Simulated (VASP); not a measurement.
Here is a VASP 6.6.1 calculation.

The input INCAR:

```
SYSTEM = Ti
  PREC = Accurate
  ENCUT = 520
  EDIFF = 1E-6
  ISMEAR = -1
  SIGMA = 0.05
  LREAL = .FALSE.
  LASPH = .TRUE.
  NELM = 60
  ALGO = Normal
  ISIF = 2
  LWAVE = .FALSE.
  LCHARG = .FALSE.
  LDIPOL = .TRUE.
  IDIPOL = 3
  DIPOL = 0.5 0.5 0.500
  GGA = RP
  IBRION = 2
  NSW = 40
  EDIFFG = -0.005
```

The input KPOINTS:

```
Automatic mesh
0
G
  7 7 1
  0 0 0
```

POSCAR

```
Ti
1.0
    2.9499978604      0.0000000000      0.0000000000
   -1.4749989302      2.5547730882      0.0000000000
    0.0000000000      0.0000000000     26.7150000000
Ti
6
Selective dynamics
Direct
    0.6666666667      0.3333333334      0.2807411567  F F F
    0.3333333333      0.6666666666      0.3684446940  F F F
    0.6666666667      0.3333333334      0.4561482313  F F F
    0.3333333333      0.6666666666      0.5438517687  T T T
    0.6666666667      0.3333333334      0.6315553060  T T T
    0.3333333333      0.6666666666      0.7192588433  T T T
```

Potentials or basis: VASP PAW PBE potentials, release 64 (Ti_sv).

Command:

```console
$ cat potpaw_PBE.64/Ti_sv/POTCAR > POTCAR
$ mpirun -np 1 vasp_std > vasp.out
```

**Question.** What does it give for the energy gained by relaxing?

**Answer.** 8.9 meV/atom.

**Question.** Predict the band gap on the k mesh.

**Answer.** None (metal or under the smearing width).

Final structure:
```xyz
6
Lattice="2.9500 0.0000 0.0000 -1.4750 2.5548 0.0000 0.0000 0.0000 26.7150" Properties=species:S:1:pos:R:3 pbc="T T T"
Ti    1.4750    0.8516    7.5000
Ti    0.0000    1.7032    9.8430
Ti    1.4750    0.8516   12.1860
Ti    0.0000    1.7032   14.5310
Ti    1.4750    0.8516   16.9616
Ti    0.0000    1.7032   19.1391
```
